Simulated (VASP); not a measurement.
# Ge (Fd-3m) in VASP: further runs

One crystal, Ge, is run at these levels: PBEsol; tasks: relaxation of cell and atoms.

Program: VASP 6.6.1. These are calculated values, not measurements. Logs are shortened: lines on timing, memory, paths and dates and some standing lists are left out, and cuts for length are marked.

## 1. The structure

It takes space group Fd-3m (No. 227, cubic). The conventional cell has a = 5.675 Å, b = 5.675 Å, c = 5.675 Å, α = 90.00°, β = 90.00°, γ = 90.00°. Ge (site symmetry -43m) is surrounded by 4 Ge at 2.46 Å.

## 2. Relaxation of cell and atoms, PBEsol

File INCAR:

```
ALGO     = Normal         # electronic algorithm
EDIFF    = 1E-7           # SCF threshold, eV
EDIFFG   = -0.005         # ionic threshold
ENCUT    = 600            # plane-wave cutoff, eV
GGA      = PS             # functional
IBRION   = 2              # ionic algorithm
ISIF     = 3              # what is computed and relaxed
ISMEAR   = 0              # smearing method
KPAR     = 2            
LASPH    = T              # aspherical terms in the spheres
LCHARG   = F              # write CHGCAR
LREAL    = F              # projectors in reciprocal space
LWAVE    = F              # write WAVECAR
NELM     = 80             # most SCF steps
NSW      = 90             # ionic steps
PREC     = Accurate       # precision mode
SIGMA    = 0.03           # smearing width, eV
```

File KPOINTS:

```
k-points
0
Gamma
  10 10 10
```

File POSCAR:

```
Ge                                      
1.0
   -0.0000000000      2.8376024275      2.8376024275
    2.8376024275      0.0000000000      2.8376024275
    2.8376024275      2.8376024275      0.0000000000
  Ge            
     2
Direct
     0.0000000000000000    0.0000000000000000    0.0000000000000000
     0.2500000000000000    0.2500000000000000    0.2500000000000000
```

Potentials or basis: VASP PAW PBE potentials, release 64 (Ge_d).

Command:

```sh
> cat potpaw_PBE.64/Ge_d/POTCAR > POTCAR
> mpirun -np 2 vasp_std > vasp.out
```

OUTCAR:

```text
EDIFF = 1E-7
   EDIFFG = -0.005
   ENCUT = 600
   GGA = PS
   IBRION = 2
   ISIF = 3
   ISMEAR = 0
   LASPH = T
   LREAL = F
   NELM = 80
   NSW = 90
   PREC = Accurate

 ion  position               nearest neighbor table
   1  0.000  0.000  0.000-   2 2.46   2 2.46   2 2.46   2 2.46
   2  0.250  0.250  0.250-   1 2.46   1 2.46   1 2.46   1 2.46

  LATTYP: Found a face centered cubic cell.
 ALAT       =     5.6752048550

  Lattice vectors:

 A1 = (   0.0000000000,   2.8376024275,   2.8376024275)
 A2 = (   2.8376024275,   0.0000000000,   2.8376024275)
 A3 = (   2.8376024275,   2.8376024275,   0.0000000000)

Analysis of symmetry for initial positions (statically):
=====================================================================
 Subroutine PRICEL returns:
 Original cell was already a primitive cell.

 Routine SETGRP: Setting up the symmetry group for a
 face centered cubic supercell.

 Subroutine GETGRP returns: Found 48 space group operations
 (whereof 24 operations were pure point group operations)
 out of a pool of 48 trial point group operations.

The static configuration has the point symmetry T_d .
 The point group associated with its full space group is O_h .

Analysis of symmetry for dynamics (positions and initial velocities):
=====================================================================
 Subroutine PRICEL returns:
 Original cell was already a primitive cell.

 Routine SETGRP: Setting up the symmetry group for a
 face centered cubic supercell.

 Subroutine GETGRP returns: Found 48 space group operations
 (whereof 24 operations were pure point group operations)
 out of a pool of 48 trial point group operations.

The dynamic configuration has the point symmetry T_d .
 The point group associated with its full space group is O_h .

 Subroutine INISYM returns: Found 48 space group operations
 (whereof 24 operations are pure point group operations),
 and found     1 'primitive' translations

----------------------------------------------------------------------------------------

                                     Primitive cell

  volume of cell :      45.6967

  direct lattice vectors                    reciprocal lattice vectors
     0.000000000  2.837602427  2.837602427    -0.176205093  0.176205093  0.176205093
     2.837602427  0.000000000  2.837602427     0.176205093 -0.176205093  0.176205093
[... 91 lines left out ...]
   ISIF   =      3    stress and relaxation
   ISYM   =      2    0-nonsym 1-usesym 2-fastsym
   POTIM  = 0.5000    time-step for ionic-motion
   TEBEG  =    0.0;   TEEND  =   0.0 temperature during run
   PSTRESS=    0.0 pullay stress
   NELECT =      28.0000    total number of electrons
   NUPDOWN=      -1.0000    fix difference up-down
   EMIN   =  10.00;   EMAX   =-10.00  energy-range for DOS
   EFERMI =   0.00;   METHOD = LEGACY
   ISMEAR =     0;   SIGMA  =   0.03  broadening in eV -4-tet -1-fermi 0-gaus
   EFERMI_NEDOS =   21; number of points for ismear=-14 and -15
   IALGO  =     38    algorithm
   IMIX   =      4    mixing-type and parameters
     AMIX     =   0.40;   BMIX     =  1.00
     AMIX_MAG =   1.60;   BMIX_MAG =  1.00
  volume/ion in A,a.u.               =      22.85       154.19
  Fermi-wavevector in a.u.,A,eV,Ry     =   1.390484  2.627634 26.306122  1.933445
  Thomas-Fermi vector in A             =   2.514415
   LORBIT       =      0    0 simple, 1 ext, 2 COOP (PROOUT), +10 PAW based schemes
   GGA     = PS    functional components
   LHFCALC =     F    Hartree Fock is set to
   AEXX    =    0.0000 exact exchange contribution
   IVDW    =     0    specifies the selected vdW correction
   LEPSILON=     F    determine dielectric tensor
   LRPA    =     F    only Hartree local field effects (RPA)
 conjugate gradient relaxation of ions
 non-spin polarized calculation
 Gauss-broadening in eV      SIGMA  =   0.03
  energy-cutoff  :      600.00
  volume of cell :       45.70
 maximum number of plane-waves:      1542
   NGX = 17   NGY = 17   NGZ = 17

--------------------------------------- Ionic step        1  -------------------------------------------

 number of electron      28.0000020 magnetization

 Free energy of the ion-electron system (eV)
  ---------------------------------------------------
  ext. energy  EPLUGINS =         0.00000000
  ---------------------------------------------------
  free energy    TOTEN  =        -9.87146455 eV

  energy without entropy =       -9.87141825  energy(sigma->0) =       -9.87144140

------------------------ aborting loop because EDIFF is reached ----------------------------------------

  FORCE on cell =-STRESS in cart. coord.  units (eV):
  Direction    XX          YY          ZZ          XY          YZ          ZX
  --------------------------------------------------------------------------------------
  -------------------------------------------------------------------------------------
  Total       -0.0154882     -0.0154882     -0.0154882     -0.0000000     -0.0000000      0.0000000
  in kB       -0.5430354     -0.5430354     -0.5430354     -0.0000000     -0.0000000      0.0000000
  external PRESSURE =      -0.5430354 kB  Pullay stress =       0.0000000 kB
[... 131 lines left out ...]
--------------------------------------- Ionic step        5  -------------------------------------------

 number of electron      28.0000019 magnetization

 Free energy of the ion-electron system (eV)
  ---------------------------------------------------
  ext. energy  EPLUGINS =         0.00000000
  ---------------------------------------------------
  free energy    TOTEN  =        -9.87146664 eV

  energy without entropy =       -9.87142035  energy(sigma->0) =       -9.87144350

 E-fermi :   4.7882     XC(G=0): -10.0876

 val. band max:        4.7790782785   @ k =   0.0000   0.0000   0.0000
 cond. band min:       4.8755870351   @ k =   0.5000   0.0000   0.0000
 fundamental gap:      0.0965087566
 Fermi energy:         4.7882122373

 k-point     1 :       0.0000    0.0000    0.0000
  band No.  band energies     occupation
      1     -19.9718      2.00000
      2     -19.9717      2.00000
      3     -19.9717      2.00000
      4     -19.9358      2.00000
      5     -19.9358      2.00000
      6     -19.7283      2.00000
[... 481 lines left out ...]
      5     -19.8538      2.00000
      6     -19.8307      2.00000
[... 10 lines left out ...]
     17      11.3838      0.00000
     18      11.9467      0.00000

 [... further k-points ...]
[... 5 lines left out ...]
  --------------------------------------------------------------------------------------
  -------------------------------------------------------------------------------------
  Total       -0.0008464     -0.0008464     -0.0008464     -0.0000000      0.0000000     -0.0000000
  in kB       -0.0296948     -0.0296948     -0.0296948     -0.0000000      0.0000000     -0.0000000
  external PRESSURE =      -0.0296948 kB  Pullay stress =       0.0000000 kB
[... 17 lines left out ...]
  FREE ENERGIE OF THE ION-ELECTRON SYSTEM (eV)
  ---------------------------------------------------
  free  energy   TOTEN  =        -9.8714666427 eV

  energy  without entropy=       -9.8714203477  energy(sigma->0) =       -9.87144350

 reached required accuracy - stopping structural energy minimisation
```

OSZICAR:

```text
N       E                     dE             d eps       ncg     rms          rms(c)
DAV:   1     0.169008932099E+03    0.16901E+03   -0.16822E+04  1722   0.461E+03
DAV:   2     0.122578491019E+02   -0.15675E+03   -0.15408E+03  1692   0.578E+02
DAV:   3    -0.930395580543E+01   -0.21562E+02   -0.21302E+02  1842   0.153E+02
[... 35 lines left out ...]
DAV:   1    -0.987147894754E+01   -0.13263E-04   -0.17338E-04  2236   0.279E-01    0.206E-02
DAV:   2    -0.987147011391E+01    0.88336E-05   -0.13050E-05  2198   0.778E-02    0.102E-02
DAV:   3    -0.987146710416E+01    0.30097E-05   -0.49079E-06  2212   0.418E-02    0.240E-03
DAV:   4    -0.987146663011E+01    0.47405E-06   -0.56079E-07  1730   0.161E-02    0.484E-04
DAV:   5    -0.987146664275E+01   -0.12639E-07   -0.38662E-08   862   0.412E-03
   5 F= -.98714666E+01 E0= -.98714435E+01  d E =-.209047E-05
```

CONTCAR:

```text
Ge
   1.00000000000000
    -0.0000000000000000    2.8370028132467273    2.8370028132467273
     2.8370028132467273   -0.0000000000000000    2.8370028132467273
     2.8370028132467273    2.8370028132467273   -0.0000000000000000
  Ge
     2
Direct
     0.0000000000000000    0.0000000000000000    0.0000000000000000
     0.2500000000000000    0.2500000000000000    0.2500000000000000

  0.00000000E+00  0.00000000E+00  0.00000000E+00
  0.00000000E+00  0.00000000E+00  0.00000000E+00
```

Wall time 33 s (2 MPI ranks of Intel Xeon Platinum 8488C (Sapphire Rapids), shared host); peak memory 0.19 GiB.

Results:

- Free energy: -9.8715 eV
- Relaxed volume: 22.83 Å³/atom
- Relaxed cell: a = 4.012 Å, b = 4.012 Å, c = 4.012 Å, α = 60.00°, β = 60.00°, γ = 60.00°
- Space group after relaxing (to 0.05 Å): Fd-3m (No. 227)
- Energy gained by relaxing: 0.0 meV/atom
- Ionic steps: 5
- Pressure after relaxing: 0.0 GPa
- Band gap on the k mesh: none (metal or under the smearing width)

Final structure:
```
Ge
1.0
     0.00000    2.83700    2.83700
     2.83700    0.00000    2.83700
     2.83700    2.83700    0.00000
Ge
2
Direct
  0.00000 0.00000 0.00000
  0.25000 0.25000 0.25000
```

Caveat: the PAW data sets were made with another functional, which shifts forces and pressure a little; this crystal is a semiconductor, whose small gap the functional closes, so the metal is an error of the method.

## 3. Relaxation of cell and atoms, PBEsol

This run uses another cell than the first one, of 22.64 Å³/atom, 0.991 times its volume.

File INCAR:

```
SYSTEM = Ge
PREC = Accurate
ENCUT = 600
EDIFF = 1E-6
ISMEAR = 0
SIGMA = 0.03
LREAL = .FALSE.
LASPH = .TRUE.
NELM = 80
ALGO = Normal
ISIF = 3
LWAVE = .FALSE.
LCHARG = .FALSE.
GGA = PS
IBRION = 2
NSW = 90
EDIFFG = -0.01
```

File KPOINTS:

```
Automatic mesh
0
G
  10 10 10
  0 0 0
```

File POSCAR:

```
Ge
1.0
    0.0000000000      2.8289100000      2.8289100000
    2.8289100000      0.0000000000      2.8289100000
    2.8289100000      2.8289100000      0.0000000000
Ge
2
Direct
    0.0000000000      0.0000000000      0.0000000000
    0.2500000000      0.2500000000      0.2500000000
```

Potentials or basis: VASP PAW PBE potentials, release 64 (Ge_d).

Command:

```sh
> cat potpaw_PBE.64/Ge_d/POTCAR > POTCAR
> mpirun -np 1 vasp_std > vasp.out
```

Run time: 39 s. Hardware: 1 thread of Intel Xeon Platinum 8488C (Sapphire Rapids), shared host; peak memory 0.19 GiB.

The run converged. Its results:

```yaml
Free_energy: -9.8714 eV
Relaxed_volume: 22.85 Å³/atom
Relaxed_cell: a = 4.013 Å, b = 4.013 Å, c = 4.013 Å, α = 60.00°, β = 60.00°, γ = 60.00°
Space_group_after_relaxing_to_0.05_Å: Fd-3m (No. 227)
Energy_gained_by_relaxing: 0.4 meV/atom
Ionic_steps: 3
Pressure_after_relaxing: 0.0 GPa
Band_gap_on_the_k_mesh: none (metal or under the smearing width)
```

The path:
```csv
step,energy change (eV),largest force (eV/Å),pressure (GPa),volume (Å³)
1,0.0000,0.0000,0.59,45.28
2,-0.0006,0.0000,-0.10,45.83
3,-0.0007,0.0000,-0.02,45.70
```

Final structure:
```yaml
crystal:
  lattice:
    - [0.00000, 2.83760, 2.83760]
    - [2.83760, 0.00000, 2.83760]
    - [2.83760, 2.83760, 0.00000]
  atoms:
    - { symbol: Ge, position: [0.00000, 0.00000, 0.00000] }
    - { symbol: Ge, position: [0.25000, 0.25000, 0.25000] }
```

Levels at points of the mesh, in eV from the Fermi level:
| k point | band 12 | band 13 | band 14 | band 15 | band 16 | band 17 |
| --- | --- | --- | --- | --- | --- | --- |
| (0.00, 0.00, 0.00) | -0.10 | -0.01 | -0.01 | -0.01 | 2.52 | 2.52 |
| (0.50, 0.00, 0.00) | -7.59 | -1.40 | -1.40 | 0.09 | 3.70 | 3.70 |
| (0.50, 0.50, 0.00) | -8.88 | -3.07 | -3.07 | 0.67 | 0.67 | 9.41 |

Caveat: the PAW data sets were made with another functional, which shifts forces and pressure a little; this crystal is a semiconductor, whose small gap the functional closes, so the metal is an error of the method. Zero-point motion and thermal expansion aren't in these numbers.

## 4. Relaxation of cell and atoms, PBEsol

Changes to INCAR since step 3:

```diff
@@ -3,3 +3,3 @@
 ENCUT = 600
-EDIFF = 1E-6
+EDIFF = 1E-7
 ISMEAR = 0
@@ -16,2 +16,2 @@
 NSW = 90
-EDIFFG = -0.01
+EDIFFG = -0.005
```

KPOINTS is that of step 3.

File POSCAR:

```
Ge                                      
1.0
    0.0000000000      2.8376024253      2.8376024253
    2.8376024253      0.0000000000      2.8376024253
    2.8376024253      2.8376024253      0.0000000000
  Ge            
     2
Direct
     0.0000000000000000    0.0000000000000000    0.0000000000000000
     0.2500000000000000    0.2500000000000000    0.2500000000000000
```

Potentials or basis: VASP PAW PBE potentials, release 64 (Ge_d).

Command:

```sh
> cat potpaw_PBE.64/Ge_d/POTCAR > POTCAR
> mpirun -np 1 vasp_std > vasp.out
```

OUTCAR:

```text
SYSTEM = Ge
   PREC = Accurate
   ENCUT = 600
   EDIFF = 1E-7
   ISMEAR = 0
   LREAL = .FALSE.
   LASPH = .TRUE.
   NELM = 80
   ISIF = 3
   GGA = PS
   IBRION = 2
   NSW = 90
   EDIFFG = -0.005

 ion  position               nearest neighbor table
   1  0.000  0.000  0.000-   2 2.46   2 2.46   2 2.46   2 2.46
   2  0.250  0.250  0.250-   1 2.46   1 2.46   1 2.46   1 2.46

  LATTYP: Found a face centered cubic cell.
 ALAT       =     5.6752048506

  Lattice vectors:

 A1 = (   0.0000000000,   2.8376024253,   2.8376024253)
 A2 = (   2.8376024253,   0.0000000000,   2.8376024253)
 A3 = (   2.8376024253,   2.8376024253,   0.0000000000)

Analysis of symmetry for initial positions (statically):
[... 321 lines left out ...]
 number of electron      28.0000019 magnetization

 Free energy of the ion-electron system (eV)
  ---------------------------------------------------
  ext. energy  EPLUGINS =         0.00000000
  ---------------------------------------------------
  free energy    TOTEN  =        -9.87146664 eV

  energy without entropy =       -9.87142035  energy(sigma->0) =       -9.87144350

 E-fermi :   4.7882     XC(G=0): -10.0876

 val. band max:        4.7790782884   @ k =   0.0000   0.0000   0.0000
 cond. band min:       4.8755870480   @ k =   0.5000   0.0000   0.0000
 fundamental gap:      0.0965087597
 Fermi energy:         4.7882122458

 k-point     1 :       0.0000    0.0000    0.0000
  band No.  band energies     occupation
      1     -19.9718      2.00000
      2     -19.9717      2.00000
      3     -19.9717      2.00000
      4     -19.9358      2.00000
      5     -19.9358      2.00000
      6     -19.7283      2.00000
[... 481 lines left out ...]
      5     -19.8538      2.00000
      6     -19.8307      2.00000
[... 10 lines left out ...]
     17      11.3838      0.00000
     18      11.9467      0.00000

 [... further k-points ...]
[... 5 lines left out ...]
  --------------------------------------------------------------------------------------
  -------------------------------------------------------------------------------------
  Total       -0.0008464     -0.0008464     -0.0008464      0.0000000      0.0000000      0.0000000
  in kB       -0.0296962     -0.0296962     -0.0296962      0.0000000      0.0000000      0.0000000
  external PRESSURE =      -0.0296962 kB  Pullay stress =       0.0000000 kB
[... 17 lines left out ...]
  FREE ENERGIE OF THE ION-ELECTRON SYSTEM (eV)
  ---------------------------------------------------
  free  energy   TOTEN  =        -9.8714666435 eV

  energy  without entropy=       -9.8714203484  energy(sigma->0) =       -9.87144350

 reached required accuracy - stopping structural energy minimisation
```

CONTCAR:

```text
Ge
   1.00000000000000
     0.0000000000000000    2.8370028122788247    2.8370028122788247
     2.8370028122788247    0.0000000000000000    2.8370028122788247
     2.8370028122788247    2.8370028122788247    0.0000000000000000
  Ge
     2
Direct
     0.0000000000000000    0.0000000000000000    0.0000000000000000
     0.2500000000000000    0.2500000000000000    0.2500000000000000

  0.00000000E+00  0.00000000E+00  0.00000000E+00
  0.00000000E+00  0.00000000E+00  0.00000000E+00
```

It took 59 s on 1 thread of Intel Xeon Platinum 8488C (Sapphire Rapids), shared host; peak memory 0.2 GiB.

What came out:

| Quantity | Value |
| --- | --- |
| Free energy | -9.8715 eV |
| Relaxed volume | 22.83 Å³/atom |
| Relaxed cell | a = 4.012 Å, b = 4.012 Å, c = 4.012 Å, α = 60.00°, β = 60.00°, γ = 60.00° |
| Space group after relaxing (to 0.05 Å) | Fd-3m (No. 227) |
| Energy gained by relaxing | 0.0 meV/atom |
| Ionic steps | 5 |
| Pressure after relaxing | 0.0 GPa |
| Band gap on the k mesh | none (metal or under the smearing width) |

Final structure:
```
Ge
1.0
     0.00000    2.83700    2.83700
     2.83700    0.00000    2.83700
     2.83700    2.83700    0.00000
Ge
2
Direct
  0.00000 0.00000 0.00000
  0.25000 0.25000 0.25000
```

Levels at points of the mesh, in eV from the Fermi level:
| k point | band 10 | band 11 | band 12 | band 13 | band 14 | band 15 | band 16 | band 17 | band 18 |
| --- | --- | --- | --- | --- | --- | --- | --- | --- | --- |
| (0.00, 0.00, 0.00) | -24.50 | -12.74 | -0.09 | -0.01 | -0.01 | -0.01 | 2.52 | 2.52 | 2.52 |
| (0.50, 0.00, 0.00) | -24.48 | -10.66 | -7.60 | -1.40 | -1.40 | 0.09 | 3.70 | 3.70 | 6.95 |
| (0.50, 0.50, 0.00) | -24.46 | -8.88 | -8.88 | -3.07 | -3.07 | 0.67 | 0.67 | 9.41 | 9.41 |

Caveat: the PAW data sets were made with another functional, which shifts forces and pressure a little; this crystal is a semiconductor, whose small gap the functional closes, so the metal is an error of the method.
